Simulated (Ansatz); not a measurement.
# How many bands does the GW gap of Si3N4 (I-43d) need?

Wanted: a G0W0 gap for Si3N4 (I-43d) that is converged in bands and cutoff, or an estimate of the limit.

Main program and level: Ansatz 0.2.0; G0W0 on PBE, plane waves, PAW.

Most raw output is cut from this account.

### Step 1. The starting structure

The structure is cubic, space group I-43d (No. 220). Conventional cell: a = 6.475 Å, b = 6.475 Å, c = 6.475 Å, α = 90.00°, β = 90.00°, γ = 90.00°. Si has 4 N at 1.75 Å nearest. Nearest to N lie 3 Si at 1.75 Å. Farther neighbours and most contacts between anions are not listed.

As a file:

```cif
data_structure
_symmetry_space_group_name_H-M 'P 1'
_symmetry_Int_Tables_number 1
_cell_length_a 5.6073
_cell_length_b 5.6073
_cell_length_c 5.6073
_cell_angle_alpha 109.471
_cell_angle_beta 109.471
_cell_angle_gamma 109.471
_cell_volume 135.72
loop_
_atom_site_label
_atom_site_type_symbol
_atom_site_fract_x
_atom_site_fract_y
_atom_site_fract_z
_atom_site_occupancy
Si1 Si 0.25000 0.12500 0.87500 1
Si2 Si 0.87500 0.25000 0.12500 1
Si3 Si 0.75000 0.37500 0.62500 1
Si4 Si 0.62500 0.75000 0.37500 1
Si5 Si 0.12500 0.87500 0.25000 1
Si6 Si 0.37500 0.62500 0.75000 1
N7 N 0.56280 0.56280 0.56280 1
N8 N 0.43720 0.50000 0.00000 1
N9 N 0.50000 0.00000 0.93720 1
N10 N 0.00000 0.43720 0.50000 1
N11 N 0.93720 0.50000 0.00000 1
N12 N 0.06280 0.06280 0.06280 1
N13 N 0.00000 0.93720 0.50000 1
N14 N 0.50000 0.00000 0.43720 1
```

The cell and positions come from the Crystallography Open Database and are kept as given unless a step says otherwise. This is not the form that Si3N4 usually takes at ambient conditions. The default PAW set here is soft_2. Its files were made with PBE.

### Step 2. 200 empty bands, screening to 75 eV

G0W0 replaces the xc potential by the self-energy, built once from these orbitals. Only a window of levels is corrected, while the sums run over the empty bands that the input names.

input.yaml reads:

```yaml
crystal:
  lattice:
    - [-3.23735, 3.23735, 3.23735]
    - [3.23735, -3.23735, 3.23735]
    - [3.23735, 3.23735, -3.23735]
  atoms:
    - { symbol: Si, position: [0.25, 0.125, 0.875] }
    - { symbol: Si, position: [0.875, 0.25, 0.125] }
    - { symbol: Si, position: [0.75, 0.375, 0.625] }
    - { symbol: Si, position: [0.625, 0.75, 0.375] }
    - { symbol: Si, position: [0.125, 0.875, 0.25] }
    - { symbol: Si, position: [0.375, 0.625, 0.75] }
    - { symbol: "N", position: [0.5628, 0.5628, 0.5628] }
    - { symbol: "N", position: [0.4372, 0.5, 0.0] }
    - { symbol: "N", position: [0.5, 0.0, 0.9372] }
    - { symbol: "N", position: [0.0, 0.4372, 0.5] }
    - { symbol: "N", position: [0.9372, 0.5, 0.0] }
    - { symbol: "N", position: [0.0628, 0.0628, 0.0628] }
    - { symbol: "N", position: [0.0, 0.9372, 0.5] }
    - { symbol: "N", position: [0.5, 0.0, 0.4372] }
kpoints:
  mp_grid: { grid: [4, 4, 4] }
hamiltonian:
  xc: pbe
scf:
  occupations: { method: fixed }
gw:
  n_empty_bands: 200
  ecut_chi: 75.0
  qp_bands: [v4, c4]
  qp_kpoints: band_edges
  screening: { model: contour_deformation }
```

On the command line:

```sh
ansatz run input.yaml --threads 3 --pin off --max-ram 64512MiB --backend cuda --events-out ev --progress --plain --runs-dir out --devices 1 --max-vram 24GiB  # rebuilt from the run's record
```

Run time: 6.5 s. Hardware: 1 × NVIDIA H100 80GB HBM3 (shared by 3 runs) with 3 threads of AMD EPYC 7R13 (Zen 3), shared host; peak memory 1.3 GiB; 8.9 s of CPU time.

This step gave:

```yaml
bands_summed: 232
rpa_eps_infinity_on_this_mesh_eigenvalues: 4.533, 4.533, 4.533
plane_waves_in_the_screening_matrix: 201
q_points_in_the_mesh: 64
g0w0_gap_on_the_mesh: 5.323 eV
k_of_the_valence_top: 0, 0, -0.5
k_of_the_conduction_bottom: 0.25, 0.25, -0.25
starting_gap_on_the_mesh: 4.126 eV
z_at_the_valence_top: 0.7935
z_at_the_conduction_bottom: 0.8363
least_direct_g0w0_gap_on_the_computed_points: 5.599 eV
```

The gap on the mesh goes from 4.13 eV to 5.32 eV, a correction of +1.20 eV. Between the two edge states, bare exchange in place of the xc potential would open the gap by 9.02 eV, and correlation takes back 7.83 eV.

### Step 3. 566 empty bands, screening to 150 eV

Bands and screening cutoff are moved together, since each hides the error of the other.

Edit input.yaml of step 2 so:

```diff
@@ -27,4 +27,4 @@
 gw:
-  n_empty_bands: 200
-  ecut_chi: 75.0
+  n_empty_bands: 566
+  ecut_chi: 150.0
   qp_bands: [v4, c4]
```

Wall time 23 s (1 × NVIDIA H100 80GB HBM3 (shared by 3 runs) with 3 threads); peak memory 2.3 GiB.

This step gave:

```yaml
bands_summed: 598
rpa_eps_infinity_on_this_mesh_eigenvalues: 4.435, 4.435, 4.435
plane_waves_in_the_screening_matrix: 555
q_points_in_the_mesh: 64
g0w0_gap_on_the_mesh: 5.573 eV
k_of_the_valence_top: 0, 0, -0.5
k_of_the_conduction_bottom: 0.25, 0.25, -0.25
starting_gap_on_the_mesh: 4.126 eV
z_at_the_valence_top: 0.7869
z_at_the_conduction_bottom: 0.8349
least_direct_g0w0_gap_on_the_computed_points: 5.822 eV
```

Against the run with 4×4×4 mesh, 200 empty bands, screening to 75 eV, the gap moves by +0.25 eV.

### Step 4. Changing the frequency model: 4×4×4 mesh, 566 empty bands, screening to 150 eV, plasmon pole

A plasmon pole stands in for the full frequency dependence of the screening; this run shows what that costs in accuracy.

Edit input.yaml of step 3 so:

```diff
@@ -31,2 +31,2 @@
   qp_kpoints: band_edges
-  screening: { model: contour_deformation }
+  screening: { model: godby_needs }
```

Run time: 41 s. Hardware: 1 × NVIDIA H100 80GB HBM3 (shared by 3 runs) with 3 threads; peak memory 3.8 GiB.

Numbers from this step:

| Item | Value |
| --- | --- |
| bands summed | 598 |
| plasmon-pole fit frequency | 25.50 eV |
| RPA ε∞ on this mesh (eigenvalues) | 4.435, 4.435, 4.435 |
| plane waves in the screening matrix | 555 |
| G0W0 gap on the mesh | 5.522 eV |
| k of the valence top | 0, 0, -0.5 |
| k of the conduction bottom | 0.25, 0.25, -0.25 |
| starting gap on the mesh | 4.126 eV |
| least direct G0W0 gap on the computed points | 5.776 eV |

Against the run with 4×4×4 mesh, 566 empty bands, screening to 150 eV, the gap moves by −0.05 eV.

### Step 5. Convergence and cost

Times are wall times on 1 × NVIDIA H100 80GB HBM3 (shared by 3 runs) with 3 threads of AMD EPYC 7R13 (Zen 3), shared host, good to a factor of about two.

| mesh | files | frequency | bands summed | cutoff (eV) | start (eV) | G0W0 (eV) | time | host memory (GiB) |
| --- | --- | --- | --- | --- | --- | --- | --- | --- |
| 4×4×4 | default PAW | contour deformation | 232 | 75 | 4.126 | 5.323 | 6.5 s | 1.3 |
| 4×4×4 | default PAW | contour deformation | 598 | 150 | 4.126 | 5.573 | 23 s | 2.3 |
| 4×4×4 | default PAW | plasmon pole | 598 | 150 | 4.126 | 5.522 | 41 s | 3.8 |

The parts of the quasiparticle energy at the two band edges (eV; QP = start + Σx + Σc − Vxc):

```csv
run,edge,start,Σx,Σc,Vxc,Z,QP
232 bands,valence top,9.32,-21.88,3.69,-17.79,0.79,8.92
232 bands,conduction bottom,13.45,-6.72,-4.14,-11.66,0.84,14.24
598 bands,valence top,9.32,-21.88,3.22,-17.79,0.79,8.45
598 bands,conduction bottom,13.45,-6.72,-4.36,-11.66,0.83,14.03
```

### Step 6. What came out

| Item | Value |
| --- | --- |
| 232 bands, 75 eV | 5.323 eV |
| 598 bands, 150 eV | 5.573 eV |
| estimated limit in bands and cutoff | 5.73 eV |
| mesh and start | 4×4×4, PBE |

In words: A line in one over the bands through the two rungs gives 5.73 eV, +0.16 eV from the top rung; with two points alone it is an unchecked estimate. The rungs stand 0.41 eV (232 bands) and 0.16 eV (598 bands) from it. From 232 to 598 bands the gap moves by +0.25 eV while the time grows 3.5-fold. Σc changes by −0.47 eV at the valence top and −0.22 eV at the conduction bottom, so the valence edge carries most of the change. The plasmon-pole model gives −0.05 eV against contour deformation, 4 % of the correction, and saved no time in this program. The 4×4×4 mesh misses a band edge: over a band path and its finer mesh (run apart) the PBE gap is 4.06 eV, so the G0W0 gap over the zone may lie about 0.06 eV below its value on the mesh.

[Paths, hosts, dates, memory and timing lines, banners, echoed tables and standing remarks are left out of the program output.]

[Logs are printed without paths, hosts, clocks, repeated set-up lines and the standing remarks that a program may print on its own settings, such as how far it seeks lower states.]

[Runs of the session that timed out or met a known fault of the program may be left out.]

[Cells called generated may have been cut or substituted from an entry of the Crystallography Open Database or the Materials Project.]

[Hosts, paths, dates, database ids (printed as entryN), source tags and the programs' standing remarks are cut or masked in the printed files.]
